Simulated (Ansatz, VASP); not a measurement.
This is a calculation of KBr for VASP 6.6.1.

File INCAR:

```
PREC = Accurate
ENCUT = 520
EDIFF = 1E-7
ISMEAR = 0
SIGMA = 0.022
LREAL = F
LASPH = T
NELM = 100
ALGO = Normal
ISIF = 2
LWAVE = F
LCHARG = T
GGA = PE
LELF = T
LVHAR = T
NBANDS = 15
```

The input KPOINTS:

```
regular mesh
0
Gamma
  7 7 7
```

File POSCAR:

```
KBr
1.0
    0.0000000000      3.3000000000      3.3000000000
    3.3000000000      0.0000000000      3.3000000000
    3.3000000000      3.3000000000      0.0000000000
Br K
1 1
Direct
    0.5000000000      0.5000000000      0.5000000000
    0.0000000000      0.0000000000      0.0000000000
```

Potentials or basis: VASP PAW PBE potentials, release 64 (Br, K_sv).

Run with:

```bash
$ cat potpaw_PBE.64/Br/POTCAR potpaw_PBE.64/K_sv/POTCAR > POTCAR
$ mpirun -np 1 vasp_std > vasp.out
```

Problem. Translate it to Ansatz 0.2.0. Potentials there: Ansatz PAW.

Solution. As run (the cutoff follows the program's own potentials):

Contents of input.yaml:

```yaml
crystal:
  lattice:
    - [0.0, 3.3, 3.3]
    - [3.3, 0.0, 3.3]
    - [3.3, 3.3, 0.0]
  atoms:
    - { symbol: Br, position: [0.5, 0.5, 0.5] }
    - { symbol: K, position: [0.0, 0.0, 0.0] }
hamiltonian:
  xc: pbe
  pseudopotentials: { kind: paw }
kpoints:
  mp_grid: { grid: [7, 7, 7] }
scf:
  occupations: { method: gaussian, width: 0.022 }
output:
  forces: true
  stress: true
  eigenvalues: true
```

Potentials or basis: Ansatz PAW.

The run is started by

```sh
$ ansatz run input.yaml --threads 2 --pin off --max-ram 5632MiB --backend cpu --events-out ev --progress --plain --runs-dir out
```

Both were run:

|  | VASP | Ansatz | Ansatz less VASP |
| --- | --- | --- | --- |
| gap on the k mesh at the Fermi level (eV) | 4.43 | 4.44 | +0.002 |
| least direct gap on the mesh (eV) | 4.43 | 4.44 | +0.002 |
| pressure (GPa) | 0.8 | 0.7 | -0.04 |

Caveats: an odd mesh through Γ misses points on the zone boundary, where band edges often lie (VASP); odd divisions of the mesh miss points on the zone boundary, where band edges often lie, so the gap on the mesh can be too wide (Ansatz).
